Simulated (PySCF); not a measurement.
# Functional benchmark on one molecule

Molecule: `c1ccncc1`, C5H5N.

Numbering as in the mapped SMILES `[cH:1]1[cH:2][cH:3][n:4][cH:5][cH:6]1` (H(Xn): hydrogen on atom n).

Geometry PBE0-D3(BJ)/def2-SVP throughout; GIAO in PySCF 2.14, gas phase, one conformer, non-relativistic; equivalent atoms averaged; basis pcSseg-2.

Reference values (measured; solution, THF-d8, 298 K; Fulmer et al., Organometallics 2010, 29, 2176): δ(H(C3)/H(C5)) = 8.54 ppm, δ(H(C2)/H(C6)) = 7.25 ppm, δ(H(C1)) = 7.65 ppm, δ(C3/C5) = 150.6 ppm, δ(C2/C6) = 124.1 ppm, δ(C1) = 136.0 ppm. Computed shifts are taken against TMS, calculated as an isolated molecule at each level.

Task: How do the functionals HF, LDA, PBE, BLYP, BP86, OPBE, KT2, KT3, B97-D, B3LYP, PBE0, mPW1PW91, WP04, B97-2, BHandHLYP, CAM-B3LYP, wB97X-D, LC-wPBE perform against the reference? Times are CPU seconds on shared hosts with different chips, so compare them loosely.

Result: 
```csv
functional,kind,H(C3)/H(C5),H(C2)/H(C6),H(C1),C3/C5,C2/C6,C1,mean abs. error H,mean abs. error C,core-s
HF,Hartree–Fock,8.92,7.32,8.03,163.1,129.1,150.0,0.28,10.5,24
LDA,LDA,9.01,7.41,7.79,164.4,136.3,147.1,0.26,12.4,53
PBE,GGA,8.89,7.28,7.69,158.8,131.1,142.0,0.14,7.1,72
BLYP,GGA,8.80,7.19,7.59,159.0,131.2,142.1,0.13,7.2,84
BP86,GGA,8.86,7.26,7.65,158.2,130.5,141.5,0.11,6.5,79
OPBE,GGA,8.94,7.33,7.75,153.6,126.5,137.4,0.19,2.3,75
KT2,GGA,8.61,7.06,7.49,149.1,122.5,133.0,0.14,2.0,57
KT3,GGA,8.63,7.06,7.50,148.1,121.5,132.2,0.14,3.0,55
B97-D,GGA,8.78,7.18,7.59,154.1,126.6,137.7,0.12,2.6,53
B3LYP,global hybrid,8.83,7.28,7.70,161.0,132.5,145.0,0.12,9.3,54
PBE0,global hybrid,8.92,7.39,7.82,160.9,132.4,145.1,0.23,9.2,48
mPW1PW91,global hybrid,8.90,7.37,7.79,161.0,132.4,145.3,0.21,9.3,44
WP04,global hybrid,8.61,7.08,7.47,160.3,131.5,144.4,0.14,8.5,33
B97-2,global hybrid,8.85,7.31,7.74,157.7,129.4,142.0,0.15,6.1,30
BHandHLYP,global hybrid,8.86,7.35,7.84,162.9,132.8,148.0,0.20,11.0,30
CAM-B3LYP,range-separated hybrid,8.89,7.38,7.83,164.5,135.3,149.1,0.22,12.7,41
wB97X-D,range-separated hybrid,8.93,7.41,7.85,162.6,133.7,147.3,0.25,11.0,56
LC-wPBE,range-separated hybrid,9.01,7.55,8.01,167.9,138.0,153.3,0.38,16.2,55
```

For 1H the closest is BP86 (0.11 ppm, with B97-D, B3LYP, BLYP practically level) and the furthest LC-wPBE (0.38 ppm).

For 13C the closest is KT2 (2.0 ppm, with OPBE practically level) and the furthest LC-wPBE (16.2 ppm). One molecule is a small sample, and vibrational and solvent effects are absent from the calculation.
